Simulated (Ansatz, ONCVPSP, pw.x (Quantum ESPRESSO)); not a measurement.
What a changed setting does to a pw.x run (sc Sr)

Potential: optimised norm-conserving Vanderbilt (ONCV), ONCVPSP 4.0.1.1 (patched build), PBE; core [Ar] 3d10, reference 4s2 4p6 5s2; waves: 4s+5s: rc 2.45 bohr, ncon 4, nbas 7, qcut 5.1 1/bohr, 3 projectors, debl 2.6 Ha; 4p: rc 2.05 bohr, ncon 3, nbas 6, qcut 4.2 1/bohr, 2 projectors, debl 2.7 Ha; d scattering state at 0.28 Ha: rc 2.05 bohr, ncon 3, nbas 6, qcut 4.1 1/bohr, local; local part: the d channel; core correction: Teter function fitted to the true core (icmod 2), fcfact 0.65. In the d channel the program set the typed energies aside and used 0.050 Ha.

The reference run (k-mesh 9³, cutoffs 50/200 Ry, Fermi–Dirac 0.01 Ry, mixing_beta 0.4, conv_thr 1e-9, no spin) gives 0.01 GPa at 58.379 Å³/atom, where all-electron LAPW gives -0.03 GPa. This run, with its own iteration cap, changes startingwfc to atomic.

```
&control
  calculation='scf', prefix='x', pseudo_dir='./', outdir='./tmp', tstress=.true., disk_io='none'
/
&system
  ibrav=0, nat=1, ntyp=1, ecutwfc=50, ecutrho=200, nbnd=12,
  occupations='smearing', smearing='fd', degauss=0.01
/
&electrons
  conv_thr=1e-09, mixing_beta=0.4, electron_maxstep=50, startingwfc='atomic'
/
ATOMIC_SPECIES
Sr 1.0 Sr.UPF
CELL_PARAMETERS angstrom
  3.87928973 0.00000000 0.00000000
  0.00000000 3.87928973 0.00000000
  0.00000000 0.00000000 3.87928973
ATOMIC_POSITIONS crystal
Sr 0.0000 0.0000 0.0000
K_POINTS automatic
9 9 9 0 0 0
```

```bash
pw.x < Sr.scf.in > Sr.scf.out
```

Q: How does the run end?

A: It converges in 8 iterations; the free energy moves by +0.0 meV/atom and the pressure by +0.00 GPa. The result is that of the reference run.

```
Message from routine setup:
     using ibrav=0 with symmetry is DISCOURAGED, use correct ibrav instead
     lattice parameter (alat)  =       7.3308  a.u.
     unit-cell volume          =     393.9610 (a.u.)^3
     number of electrons       =        10.00
     number of Kohn-Sham states=           12
     kinetic-energy cutoff     =      50.0000  Ry
     charge density cutoff     =     200.0000  Ry
     scf convergence threshold =      1.0E-09
     Exchange-correlation= PBE
     number of k points=    35  Fermi-Dirac smearing, width (Ry)=  0.0100
     iteration #  1     ecut=    50.00 Ry     beta= 0.40
     total energy              =     -77.87453905 Ry
     estimated scf accuracy    <       0.00332866 Ry
     iteration #  2     ecut=    50.00 Ry     beta= 0.40
     total energy              =     -77.87466725 Ry
     estimated scf accuracy    <       0.00107467 Ry
     iteration #  3     ecut=    50.00 Ry     beta= 0.40
     total energy              =     -77.87470835 Ry
     estimated scf accuracy    <       0.00002926 Ry
     iteration #  4     ecut=    50.00 Ry     beta= 0.40
     total energy              =     -77.87471292 Ry
     estimated scf accuracy    <       0.00000092 Ry
     iteration #  5     ecut=    50.00 Ry     beta= 0.40
     total energy              =     -77.87471301 Ry
     estimated scf accuracy    <       0.00000017 Ry
     iteration #  6     ecut=    50.00 Ry     beta= 0.40
     total energy              =     -77.87471302 Ry
     estimated scf accuracy    <          1.9E-09 Ry
     iteration #  7     ecut=    50.00 Ry     beta= 0.40
     total energy              =     -77.87471302 Ry
     estimated scf accuracy    <          1.3E-09 Ry
     iteration #  8     ecut=    50.00 Ry     beta= 0.40
     the Fermi energy is     4.5292 ev
!    total energy              =     -77.87471302 Ry
     estimated scf accuracy    <          1.2E-11 Ry
     smearing contrib. (-TS)   =      -0.00612672 Ry
     The total energy is F=E-TS. E is the sum of the following terms:
     one-electron contribution =     -28.91102608 Ry
     hartree contribution      =      15.44405293 Ry
     xc contribution           =     -25.69779692 Ry
     ewald contribution        =     -38.70381624 Ry
     convergence has been achieved in   8 iterations
          total   stress  (Ry/bohr**3)                   (kbar)     P=        0.07
     Message from routine punch:
     Nothing written, as per user request (disk_io='none')
```

The run took about 11 s on one core of a shared host (Neoverse-V2, 192 threads, 742 GiB, load 119).
